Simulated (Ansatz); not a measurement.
**Au (Fm-3m), rigid cleavage**

These are results of Ansatz 0.2.0, DFT PBE, scalar-relativistic, plane waves, PAW, not measurements. Cutoff 420 eV, Γ-centred 23×23×4 k-points, Gaussian smearing of 0.15 eV. Spin–orbit coupling is left out, which can shift energies with elements as heavy as these. No spin polarisation. Energies are free energies at this smearing, counted from the undisturbed cell; pressure is positive in compression.

Zero of the scan (relaxed at this level):

```xyz
6
Lattice="2.0790 -2.0790 0.0000 2.0790 0.0000 -2.0790 8.3162 8.3162 8.3162" Properties=species:S:1:pos:R:3 pbc="T T T"
Au    3.4649   -0.6932   -0.6932
Au    7.6230    7.6230    7.6230
Au    3.4649    1.3859    1.3859
Au    7.6230    3.4649    3.4649
Au    3.4649    3.4649    3.4649
Au    7.6230    5.5440    5.5440
```

The cut lies on the cell's a–b face, a (1 1 1) plane (indices in the standard cell, whose axes needn't be the Cartesian ones shown) of area 7.49 Å², between layers 2.40 Å apart. Vector c is lengthened by d along the normal with the atoms' Cartesian places fixed: one unrelaxed cut a cell. The cell is metallic on the mesh throughout.

```
d (Å) energy (J/m²) traction dE/dd (GPa)
-0.30           0.49                 -39.5
-0.15           0.10                 -14.6
 0.00           0.00                  -0.1
 0.25           0.15                  10.3
 0.50           0.44                  11.8
 0.75           0.72                  10.0
 1.00           0.94                   7.5
 1.50           1.21                   3.7
 2.00           1.34                   1.7
 3.00           1.42                   0.3
 4.50           1.43                   0.0
 6.00           1.44                   0.0
```